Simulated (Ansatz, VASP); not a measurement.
## MoS2 in VASP and in Ansatz

The input INCAR:

```
SYSTEM = MoS2
PREC = Accurate
ENCUT = 520
EDIFF = 1E-6
ISMEAR = -1
SIGMA = 0.05
LREAL = .FALSE.
LASPH = .TRUE.
NELM = 60
ALGO = Normal
ISIF = 2
LWAVE = .FALSE.
LCHARG = .FALSE.
GGA = PE
NBANDS = 35
```

The input KPOINTS:

```
regular mesh
0
G
  10 10 3
  0 0 0
```

File POSCAR:

```
MoS2
1.0
    3.1261704254      0.0000000000      0.0000000000
   -1.5630852127      2.7073430050      0.0000000000
    0.0000000000      0.0000000000     12.1574390416
Mo S
2 4
Direct
    0.6666666667      0.3333333333      0.7500000000
    0.3333333333      0.6666666667      0.2500000000
    0.6666666667      0.3333333333      0.3770000000
    0.3333333333      0.6666666667      0.8770000000
    0.6666666667      0.3333333333      0.1230000000
    0.3333333333      0.6666666667      0.6230000000
```

File input.yaml:

```yaml
crystal:
  lattice:
    - [3.1261704254, 0.0, 0.0]
    - [-1.5630852127, 2.707343005, 0.0]
    - [0.0, 0.0, 12.1574390416]
  atoms:
    - { symbol: Mo, position: [0.6666666667, 0.3333333333, 0.75] }
    - { symbol: Mo, position: [0.3333333333, 0.6666666667, 0.25] }
    - { symbol: S, position: [0.6666666667, 0.3333333333, 0.377] }
    - { symbol: S, position: [0.3333333333, 0.6666666667, 0.877] }
    - { symbol: S, position: [0.6666666667, 0.3333333333, 0.123] }
    - { symbol: S, position: [0.3333333333, 0.6666666667, 0.623] }
hamiltonian:
  xc: pbe
  pseudopotentials: { kind: nc, source: spms }
kpoints:
  mp_grid: { grid: [10, 10, 3] }
scf:
  occupations: { method: fermi_dirac, width: 0.05 }
output:
  forces: true
  stress: true
  eigenvalues: true
```

Alike in both runs: task single point; functional PBE; k mesh 10 × 10 × 3; occupations fermi-dirac, width 0.05 eV; no spin polarisation.

|  | VASP | Ansatz |
| --- | --- | --- |
| version | VASP 6.6.1 | Ansatz 0.2.0 |
| potentials or method | VASP PAW PBE potentials, release 64 (Mo_sv, S) | SPMS NC |
| plane-wave cutoff (eV) | 520 | 626 |
| valence electrons in the cell | 52 | 52 |

```csv
,VASP,Ansatz,Ansatz less VASP
gap on the k mesh at the Fermi level (eV),0.90,0.89,-0.015
least direct gap on the mesh (eV),1.98,1.98,+0.002
pressure (GPa),8.6,8.8,+0.25
largest component of the traceless stress (GPa),0.72,0.79,+0.063
rms of the force components (eV/Å),0.285,0.297,+0.0125
```

Atom by atom the forces differ by 0.013 eV/Å (rms over components). The functional is the same, so the differences come from potentials, cutoffs and numerics.

Caveats: this functional lacks dispersion, which binds the layers, so the pressure and a relaxed spacing across them are unreliable; an odd mesh through Γ misses points on the zone boundary, where band edges often lie (VASP); odd divisions of the mesh miss points on the zone boundary, where band edges often lie, so the gap on the mesh can be too wide (Ansatz).
